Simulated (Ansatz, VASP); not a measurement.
One calculation of Sr, two programs

INCAR

```
ALGO = Fast ; EDIFF = 1E-6
ENCUT = 520 ; GGA = PS
ISIF = 2 ; ISMEAR = 0
LASPH = True ; LCHARG = True
LELF = True ; LREAL = False
LVHAR = True ; LWAVE = False
NBANDS = 11 ; NELM = 80
PREC = Accurate ; SIGMA = 0.03
```

The input KPOINTS:

```
k-points
0
Gamma
  10 10 10
```

Contents of POSCAR:

```
Sr
1.0
    0.0266205625      3.0423500000      3.0423500000
    3.0423500000      0.0266205625      3.0423500000
    3.0689705625      3.0689705625      0.0000000000
Sr
1
Direct
    0.0000000000      0.0000000000      0.0000000000
```

Input for Ansatz:

```yaml
crystal:
  lattice:
    - [0.0266205625, 3.04235, 3.04235]
    - [3.04235, 0.0266205625, 3.04235]
    - [3.0689705625, 3.0689705625, 0.0]
  atoms:
    - { symbol: Sr, position: [0.0, 0.0, 0.0] }
basis:
  ecutwfc: 420
kpoints:
  mp_grid: { grid: [10, 10, 10] }
hamiltonian:
  xc: pbesol
scf:
  occupations: { method: gaussian, width: 0.03 }
output:
  forces: true
  stress: true
  eigenvalues: true
```

Change from the starting cell: strain +0.0175 x Voigt [0, 0, 0, 0, 0, 1], atoms carried along.

Alike in both runs: task single point; functional PBEsol; k mesh 10 × 10 × 10; occupations gaussian, width 0.03 eV; no spin polarisation.

|  | VASP | Ansatz |
| --- | --- | --- |
| version | VASP 6.6.1 | Ansatz 0.2.0 |
| potentials or method | VASP PAW PBE potentials, release 64 (Sr_sv) | scalar-relativistic, plane waves, PAW |
| plane-wave cutoff (eV) | 520 | 420 |
| valence electrons in the cell | 10 | 10 |

|  | VASP | Ansatz | Ansatz less VASP |
| --- | --- | --- | --- |
| gap on the k mesh at the Fermi level (eV) | none | none | - |
| pressure (GPa) | -0.9 | -0.9 | -0.01 |
| largest component of the traceless stress (GPa) | 0.07 | 0.07 | -0.004 |

A gap of «none» marks a metal or a gap that the smearing closes. The functional is the same, so the differences come from potentials, cutoffs and numerics.

Caveats: the PAW data sets were made with another functional, which shifts forces and pressure a little (VASP).
